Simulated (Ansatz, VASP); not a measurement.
## Sb in VASP and in Ansatz

Contents of INCAR:

```
SYSTEM = Sb
  PREC = Accurate
  ENCUT = 520
  EDIFF = 1E-7
  ISMEAR = -1
  SIGMA = 0.05
  LREAL = .FALSE.
  LASPH = .TRUE.
  NELM = 80
  ALGO = Normal
  ISIF = 2
  LWAVE = .FALSE.
  LCHARG = .TRUE.
  GGA = PE
  LELF = .TRUE.
  LVHAR = .TRUE.
  NBANDS = 8
```

The input KPOINTS:

```
regular mesh
0
G
  13 13 13
  0 0 0
```

Contents of POSCAR:

```
Sb
1.0
    3.1494313592      0.0000000000      0.0000000000
    0.0000000000      3.1494313592      0.0000000000
    0.0000000000      0.0000000000      3.1494313592
Sb
1
Direct
    0.0000000000      0.0000000000      0.0000000000
```

Input for Ansatz:

```yaml
crystal:
  lattice:
    - [3.1494313592, 0.0, 0.0]
    - [0.0, 3.1494313592, 0.0]
    - [0.0, 0.0, 3.1494313592]
  atoms:
    - { symbol: Sb, position: [0.0, 0.0, 0.0] }
kpoints:
  mp_grid: { grid: [13, 13, 13] }
  band_path:
    path:
      - [0.0, 0.0, 0.0]
      - [0.0, 0.5, 0.0]
      - [0.5, 0.5, 0.0]
      - [0.0, 0.0, 0.0]
      - [0.5, 0.5, 0.5]
      - [0.0, 0.5, 0.0]
      - [0.5, 0.5, 0.5]
      - [0.5, 0.5, 0.0]
    npoints: 5
scf:
  occupations: { method: fermi_dirac, width: 0.05 }
hamiltonian:
  xc: pbe
  pseudopotentials: { kind: all_electron, lapw: { basis_error: 0.001 } }
output:
  forces: true
  stress: true
  eigenvalues: true
```

Change from the starting cell: volume scaled by 0.99.

Alike in both runs: task single point; functional PBE; k mesh 13 × 13 × 13; occupations fermi-dirac, width 0.05 eV; no spin polarisation.

|  | VASP | Ansatz |
| --- | --- | --- |
| version | VASP 6.6.1 | Ansatz 0.2.0 |
| potentials or method | VASP PAW PBE potentials, release 64 (Sb) | all-electron LAPW, scalar-relativistic |
| plane-wave cutoff (eV) | 520 | see its input |

```csv
,VASP,Ansatz,Ansatz less VASP
pressure (GPa),-2.1,-2.0,+0.05
```

Ansatz ran all-electron here, so the differences hold the error of VASP's frozen core and of both bases.

Spin-orbit coupling is left out, which matters for the levels of Sb.
